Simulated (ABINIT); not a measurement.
Set up this calculation in ABINIT 10.8.3 (patched build), as the native input.

```
Task                                            : band structure
Functional                                      : BLYP
Potentials or basis                             : JTH PAW PBE v2.0
Cutoff                                          : 680 eV
k mesh                                          : 10 × 10 × 10
Occupations                                     : fermi-dirac, width 0.05 eV
Spin                                            : no spin polarisation
Fine-grid cutoff                                : 1278.94 eV
Exchange and correlation inside the PAW spheres : full angular mesh (pawxcdev 0, this build's default; the released program takes 1)
```

Crystal: HfN.

```
CELL_PARAMETERS angstrom
0.00000 2.25600 2.25600
2.25600 0.00000 2.25600
2.25600 2.25600 0.00000
ATOMIC_POSITIONS crystal
Hf 0.00000 0.00000 0.00000
N 0.50000 0.50000 0.50000
```

These files were run (other wordings do the same):

run.abi

```
# Datasets: ground state, then fixed potential
ndtset 2

# Pseudopotentials
pp_dirpath "./"
pseudos "Hf.GGA_PBE-JTH.xml, N.GGA_PBE-JTH.xml"

# Structure
acell 3*1.0
rprim
     0.0000000000     4.2632221372     4.2632221372
     4.2632221372     0.0000000000     4.2632221372
     4.2632221372     4.2632221372     0.0000000000
ntypat 2
znucl 72 7
natom 2
typat 1 2
xred
     0.0000000000     0.0000000000     0.0000000000
     0.5000000000     0.5000000000     0.5000000000

# Plane-wave basis
ecut 25.0
pawecutdg 47.0

# Exchange and correlation
ixc -106131

# Bands and occupations
occopt 3
tsmear 0.05 eV

# SCF cycle
nstep 100

# Output
iomode 3
prtwf 0
prteig 0
prtebands 0
enunit 1
prtden1 1

# Dataset 1
kptopt1 1
ngkpt1 10 10 10
nshiftk1 1
shiftk1 0.0 0.0 0.0
nband1 13
tolvrs1 1.0e-9

# Dataset 2: bands along G-X-W-K-G-L-U-W-L-K
iscf2 -2
getden2 1
nband2 17
nbdbuf2 2
tolwfr2 1.0e-12
kptopt2 -9
ndivsm2 5
prteig2 1
prtvol2 -3
kptbounds2
     0.0000000000     0.0000000000     0.0000000000
     0.5000000000     0.0000000000     0.5000000000
     0.5000000000     0.2500000000     0.7500000000
     0.3750000000     0.3750000000     0.7500000000
     0.0000000000     0.0000000000     0.0000000000
     0.5000000000     0.5000000000     0.5000000000
     0.6250000000     0.2500000000     0.6250000000
     0.5000000000     0.2500000000     0.7500000000
     0.5000000000     0.5000000000     0.5000000000
     0.3750000000     0.3750000000     0.7500000000
```

Potentials or basis: JTH PAW PBE v2.0.

Command:

```console
$ abinit run.abi > log 2>&1
```

It gave:

- Band gap on the k mesh: none (metal or under the smearing width)
- Valence electrons inside the program's atomic spheres: Hf 9.70; N 2.61

Caveat: spin-orbit coupling is left out, which moves the levels of the heavy elements.

It took 48 s on 1 thread of Arm Neoverse V2 (shared host), peak memory 0.14 GiB.
